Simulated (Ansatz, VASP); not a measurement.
## Two plane-wave programs on BiTe

Contents of POSCAR:

```
BiTe
1.0
    0.0000000000      3.2350000000      3.2350000000
    3.2350000000      0.0000000000      3.2350000000
    3.2350000000      3.2350000000      0.0000000000
Bi Te
1 1
Direct
    0.0000000000      0.0000000000      0.0000000000
    0.5000000000      0.5000000000      0.5000000000
```

File INCAR.step1:

```
PREC     = Accurate       # precision mode
ENCUT    = 520            # plane-wave cutoff, eV
EDIFF    = 1E-5           # SCF threshold, eV
ISMEAR   = -1             # smearing method
SIGMA    = 0.05           # smearing width, eV
LREAL    = F              # projectors in reciprocal space
LASPH    = T              # aspherical terms in the spheres
NELM     = 80             # most SCF steps
ALGO     = Normal         # electronic algorithm
ISIF     = 2              # what is computed and relaxed
LWAVE    = T              # write WAVECAR
LCHARG   = F              # write CHGCAR
GGA      = PE             # functional
```

Contents of INCAR.step2:

```
PREC     = Accurate       # precision mode
ENCUT    = 520            # plane-wave cutoff, eV
EDIFF    = 1E-7           # SCF threshold, eV
ISMEAR   = -1             # smearing method
SIGMA    = 0.05           # smearing width, eV
LREAL    = F              # projectors in reciprocal space
LASPH    = T              # aspherical terms in the spheres
NELM     = 80             # most SCF steps
ALGO     = Normal         # electronic algorithm
ISIF     = 2              # what is computed and relaxed
LWAVE    = F              # write WAVECAR
LCHARG   = F              # write CHGCAR
GGA      = PE             # functional
LHFCALC  = T              # exact exchange
HFSCREEN = 0.2            # screening, 1/A
AEXX     = 0.25           # exact-exchange fraction
PRECFOCK = Fast         
ISTART   = 1
```

File KPOINTS:

```
Automatic mesh
0
Gamma
  4 4 4
```

File input.yaml:

```yaml
crystal:
  lattice:
    - [0.0, 3.235, 3.235]
    - [3.235, 0.0, 3.235]
    - [3.235, 3.235, 0.0]
  atoms:
    - { symbol: Bi, position: [0.0, 0.0, 0.0] }
    - { symbol: Te, position: [0.5, 0.5, 0.5] }
hamiltonian:
  xc: { exchange: pbe, correlation: pbe, exx: { coeff: 0.25, omega: 0.2 } }
  pseudopotentials: { kind: paw }
kpoints:
  mp_grid: { grid: [4, 4, 4] }
scf:
  occupations: { method: fermi_dirac, width: 0.05 }
output:
  forces: true
  stress: true
  eigenvalues: true
```

Alike in both runs: task single point; functional HSE(alpha, omega); k mesh 4 × 4 × 4; occupations fermi-dirac, width 0.05 eV; no spin polarisation.

```csv
,VASP,Ansatz
version,VASP 6.6.1,Ansatz 0.2.0
potentials or method,"VASP PAW PBE potentials, release 64 (Bi_d, Te)",Ansatz PAW
plane-wave cutoff (eV),520,420
valence electrons in the cell,21,31
```

VASP gave:

```
gap on the k mesh at the Fermi level (eV) : none
pressure (GPa)                            : -1.5
```

Question: Which values does Ansatz return?

Answer: gap on the k mesh at the Fermi level (eV): none; pressure (GPa): -1.3.

A gap of «none» marks a metal or a gap that the smearing closes. The functional is the same, so the differences come from potentials, cutoffs and numerics. The two sets of potentials don't hold the same shells in valence.

Caveats: the k mesh is coarse (spacing up to 0.42 Å⁻¹), so the values aren't converged, least of all with exact exchange; spin-orbit coupling is left out, which moves the levels of the heavy elements; the PAW data sets were made with another functional, which shifts forces and pressure a little (VASP); the PAW data sets come from PBE, with cores solved anew for the run's functional, which leaves a small shift of forces and pressure (Ansatz); the thresholds are loose for stress (Ansatz).
